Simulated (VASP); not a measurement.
CsBr (CsCl type): the band gap from VASP (plane waves, PAW) at several levels of theory. Gaps are without spin-orbit coupling. Each level names its cell: its own relaxed one, PBE's, or the starting one. A gap is the smallest over the k-mesh and a band path; hybrids may have named points in place of the path, and GW has the mesh alone. The mesh is coarse and the basis finite, so the quasiparticle values are not converged.

```
level                      band gap (eV)  error against measurement (eV)
-------------------------  -------------  ------------------------------
LDA (own cell)                      4.51                           -2.79
PBE (own cell)                      4.24                           -3.06
PBEsol (own cell)                   4.42                           -2.88
PBE-D4 (own cell)                   4.40                           -2.90
SCAN (own cell)                     5.18                           -2.12
r2SCAN (own cell)                   5.16                           -2.14
r2SCAN+rVV10 (own cell)             5.25                           -2.05
HSE06 (PBE cell)                    5.42                           -1.88
PBE0 (PBE cell)                     6.10                           -1.20
B3LYP (PBE cell)                    5.77                           -1.53
Hartree-Fock (PBE cell)            12.01                           +4.71
G0W0@PBE (starting cell)            6.73                           -0.57
evGW0@PBE (starting cell)           7.14                           -0.16
```

Measured: 7.30 eV (as given by Aguado et al., (1998), arXiv:cond-mat/9809176).

The cell of the LDA (own cell) run:

```xyz
2
Lattice="4.1474 0.0000 0.0000 0.0000 4.1474 0.0000 0.0000 0.0000 4.1474" Properties=species:S:1:pos:R:3 pbc="T T T"
Cs     0.0000     0.0000     0.0000
Br     2.0737     2.0737     2.0737
```

Only levels that ran to the end are used. Left out are those held back, those with too coarse a band path, GW runs whose mesh misses a band edge, hybrids' fits of cells that aren't cubic and levels without matching references; a question may draw on a part of the rest.

The compound is CsBr in the CsCl type structure.
